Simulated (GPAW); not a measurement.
Runs of GPAW 26.7.0 on N. The structure is hexagonal, space group P6_3/mmc (No. 194). The conventional cell has a = 2.519 Å, b = 2.519 Å, c = 2.446 Å, α = 90.00°, β = 90.00°, γ = 120.00°. N (site symmetry -6m2) is surrounded by 6 N at 1.90 Å. The real solid is made of molecules; this cell is a model form.

| task | level | potentials or basis | cell | k mesh | cutoff (eV) | smearing | convergence | supercell | supercell k mesh | displacement | relaxed first | gap on the mesh (eV) | pressure (GPa) |
| --- | --- | --- | --- | --- | --- | --- | --- | --- | --- | --- | --- | --- | --- |
| phonons | LDA | PAW data sets generated in the run's folder for this functional, pw | relaxed | 12 × 12 × 11 | 680 | fermi-dirac 0.05 eV | density=1e-06 eigenstates=1e-09 | 2 × 2 × 2 | 6 × 6 × 6 | 0.01 | cell | none | 0.0 |
| energy-loss spectrum | PBEsol | PAW data sets generated in the run's folder for this functional, pw | as given | 10 × 10 × 9 | 550 | fermi-dirac 0.05 eV | - | - | - | - | - | none | - |
| single point | LDA | the program's PAW data sets (release 1.2.1) made for this functional, pw | as given | 12 × 12 × 11 | 800 | gaussian 0.02 eV | - | - | - | - | - | none | -9.5 |
| atomic charges | LDA | the program's PAW data sets (release 1.2.1) made for this functional, pw | as given | 12 × 12 × 11 | 800 | fermi-dirac 0.02 eV | - | - | - | - | - | none | (a) |

Alike in all rows: no spin polarisation.

Question: Fill in the values left out.

Answer: (a) -9.4.

Caveats: the cutoff is short for stress and forces, so pressures can be off by a GPa or more (some runs); some modes are imaginary (some runs); phonon bands are interpolated from a small supercell (some runs); the highest transitions drop out of the frequency grid (some runs).

A k mesh can miss the band edges.

A gap of «none» marks a metal or a gap under the smearing width.

Not every run made on this cell is shown here.
